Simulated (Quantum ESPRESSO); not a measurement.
Input of a Quantum ESPRESSO 7.5 run:

run.py

```python
import numpy as np
from ase.calculators.espresso import Espresso, EspressoProfile
from ase.io import read

atoms = read('POSCAR')

input_data = {
    'control': {'calculation': 'scf', 'prefix': 'pwscf', 'outdir': './tmp', 'tprnfor': True, 'tstress': True, 'disk_io': 'nowf'},
    'system': {'ecutwfc': 40.0, 'nbnd': 6, 'input_dft': 'revpbe', 'occupations': 'smearing', 'smearing': 'fd', 'degauss': 0.00367493},
    'electrons': {'conv_thr': 2e-10, 'electron_maxstep': 120, 'mixing_beta': 0.5},
}
pseudopotentials = {'Al': 'Al.upf'}
profile = EspressoProfile(command='pw.x', pseudo_dir='pseudo')
dft = Espresso(profile=profile, input_data=input_data, pseudopotentials=pseudopotentials, kpts=(11, 11, 11), koffset=(0, 0, 0))
from ase.calculators.mixing import SumCalculator
from dftd4.ase import DFTD4
d4 = DFTD4(method='revpbe')
atoms.calc = SumCalculator([dft, d4])

from ase.eos import EquationOfState
from ase.units import GPa
cell, v, e = atoms.cell.copy(), [], []
for x in [0.94, 0.96, 0.98, 1.0, 1.02, 1.04, 1.06]:
    atoms.set_cell(cell * x ** (1 / 3), scale_atoms=True)
    v.append(atoms.get_volume() / len(atoms))
    e.append(atoms.get_potential_energy() / len(atoms))
    print(f'V {v[-1]:.6f} A^3/atom  E {e[-1]:.8f} eV/atom')
v0, e0, b0 = EquationOfState(v, e, eos='birchmurnaghan').fit()
print(f'V0 {v0:.5f} A^3/atom  E0 {e0:.6f} eV/atom  B0 {b0 / GPa:.2f} GPa')
```

POSCAR

```
Al
1.0
    0.0000000000      2.0248050000      2.0248050000
    2.0248050000      0.0000000000      2.0248050000
    2.0248050000      2.0248050000      0.0000000000
Al
1
Direct
    0.0000000000      0.0000000000      0.0000000000
```

Potentials or basis: PseudoDojo 0.4.1 SR PBE standard.

Run with:

```bash
$ OMP_NUM_THREADS=1 python run.py
```

Predict the equilibrium volume.

15.41 Å³/atom (rough: see the caveat).

Estimate the bulk modulus.

93 GPa (rough).

Energy against volume, from the lowest point:
| volume (Å³/atom) | energy (meV/atom) |
| --- | --- |
| 15.607 | 0.00 |
| 15.939 | 4.27 |
| 16.271 | 12.00 |
| 16.603 | 22.79 |
| 16.935 | 36.32 |
| 17.267 | 52.29 |
| 17.599 | 70.38 |

Caveat: the potentials were made for another functional, which shifts forces and pressure; the minimum lies outside the volumes run.
